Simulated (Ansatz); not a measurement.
## Thickness series of a Cu/hBN/Cu junction: the strained electrode

Ansatz 0.2.0; PBE+D3(BJ) DFT, plane waves, PAW files.

It takes space group Fm-3m (No. 225, cubic). The conventional cell has a = 3.630 Å, b = 3.630 Å, c = 3.630 Å, α = 90.00°, β = 90.00°, γ = 90.00°. Nearest to Cu lie 12 Cu at 2.57 Å.

The steps of the relaxation:

```tsv
step	energy less that of the first step (eV)	largest force component (eV/Å)	pressure (GPa)	volume (Å³)
1	0.0000	0.0000	-8.03	35.88
2	-0.0208	0.0000	-6.18	35.37
3	-0.0305	0.0000	-3.17	34.67
4	-0.0307	0.0000	-3.60	34.76
5	-0.0307	0.0000	-3.57	34.75
6*	-0.0296	0.0000	-3.53	34.75
7	-0.0296	0.0000	-3.57	34.76
8*	-0.0296	0.0000	-3.57	34.76
```

Relaxation steps marked * repeat the geometry before them on a plane-wave basis chosen anew for their cell, so energy and pressure can jump there.

Forces are held to the 36 operations that the run works with; a distortion that breaks them can't arise in this run.

```tsv
cell as run	before	after	change
a (Å)	2.567	2.567	-0.0 %
b (Å)	2.567	2.567	-0.0 %
c (Å)	6.287	6.091	-3.1 %
volume (Å³/atom)	11.96	11.59	-3.1 %
```

The relaxed structure:

```cif
data_structure
_symmetry_space_group_name_H-M 'P 1'
_symmetry_Int_Tables_number 1
_cell_length_a 2.5670
_cell_length_b 2.5670
_cell_length_c 6.0914
_cell_angle_alpha 90.000
_cell_angle_beta 90.000
_cell_angle_gamma 120.000
_cell_volume 34.76
loop_
_atom_site_label
_atom_site_type_symbol
_atom_site_fract_x
_atom_site_fract_y
_atom_site_fract_z
_atom_site_occupancy
Cu1 Cu 0.00000 0.00000 0.00000 1
Cu2 Cu 0.33333 0.66667 0.33333 1
Cu3 Cu 0.66667 0.33333 0.66667 1
```

Numbers from this step:

```
free energy  : -19877.2946 eV
Fermi energy : 17.22 eV
pressure     : -3.567 GPa
```

**Question.** Which input gives these results?

The system, level and task follow from the heading and the kind of results. Meshes, cutoffs and thresholds can't be read from the results; these are the ones that the run used.

File input.yaml:

```yaml
crystal:
  lattice:
    - [2.567, 0.0, 0.0]
    - [-1.2835, 2.2230872115, 0.0]
    - [0.0, 0.0, 6.2869974147]
  atoms:
    - { symbol: Cu, position: [0.0, 0.0, 0.0] }
    - { symbol: Cu, position: [0.3333333333, 0.6666666667, 0.3333333333] }
    - { symbol: Cu, position: [0.6666666667, 0.3333333333, 0.6666666667] }
kpoints:
  mp_grid: { grid: [18, 18, 5] }
scf:
  occupations: { method: fermi_dirac, width: 0.1 }
  max_iter: 150
hamiltonian:
  xc: pbe
  dispersion: d3bj
relax:
  f_tol: 0.01
  max_steps: 40
  cell: { fix: [a, b, angles] }
```

Run with:

```sh
ansatz run input.yaml --threads 4 --pin off --max-ram 12288MiB --backend cpu --events-out ev --progress --plain --runs-dir out
```

[Logs are printed without paths, hosts, clocks, repeated set-up lines and the standing remarks that a program may print on its own settings, such as how far it seeks lower states.]

[Hosts, paths, dates, database ids (printed as entryN), source tags and the programs' standing remarks are cut or masked in the printed files.]
